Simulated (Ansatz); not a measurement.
# Mo: the cost of one run

Program: Ansatz 0.2.0. Level of theory: DFT r2SCAN, scalar-relativistic, plane waves, PAW. These are calculated values, not measurements.

### Step 1. The system as given

It takes space group Cmce (No. 64, orthorhombic). The conventional cell has a = 5.310 Å, b = 3.509 Å, c = 7.158 Å, α = 90.00°, β = 90.00°, γ = 90.00°. Around Mo (site symmetry m) lie 1 Mo at 1.98 Å.

As a file:

```cif
data_structure
_symmetry_space_group_name_H-M 'Cmce'
_symmetry_Int_Tables_number 64
_cell_length_a 5.3098
_cell_length_b 3.5094
_cell_length_c 7.1578
_cell_angle_alpha 90.000
_cell_angle_beta 90.000
_cell_angle_gamma 90.000
_cell_volume 133.38
loop_
_atom_site_label
_atom_site_type_symbol
_atom_site_symmetry_multiplicity
_atom_site_Wyckoff_symbol
_atom_site_fract_x
_atom_site_fract_y
_atom_site_fract_z
_atom_site_occupancy
Mo1 Mo 8 f 0.50000 0.65000 0.11700 1
```

(A quick probe on a coarse mesh, which set the mesh and smearing, is not shown.)

### Step 3. Rough relaxation on the coarse mesh

File input.yaml:

```yaml
crystal:
  lattice:
    - [2.6548938882, -1.7546817635, 0.0]
    - [2.6548938882, 1.7546817635, 0.0]
    - [0.0, 0.0, 7.1577842114]
  atoms:
    - { symbol: Mo, position: [0.85, 0.15, 0.117] }
    - { symbol: Mo, position: [0.65, 0.35, 0.617] }
    - { symbol: Mo, position: [0.15, 0.85, 0.883] }
    - { symbol: Mo, position: [0.35, 0.65, 0.383] }
basis:
  ecutwfc: 500
kpoints:
  mp_grid: { grid: [6, 6, 4] }
hamiltonian:
  xc: r2scan
scf:
  occupations: { method: gaussian, width: 0.1 }
  lower_state_search: "off"
output:
  forces: true
  stress: true
  eigenvalues: true
relax:
  adjacent_minimum: "off"
  f_tol: 0.04
  max_steps: 70
  cell: { stress_tol: 0.4 }
```

What time and memory should one allow on 1 thread of an Arm CPU, shared host?

About 2.4 min, with a peak of 0.51 GiB.
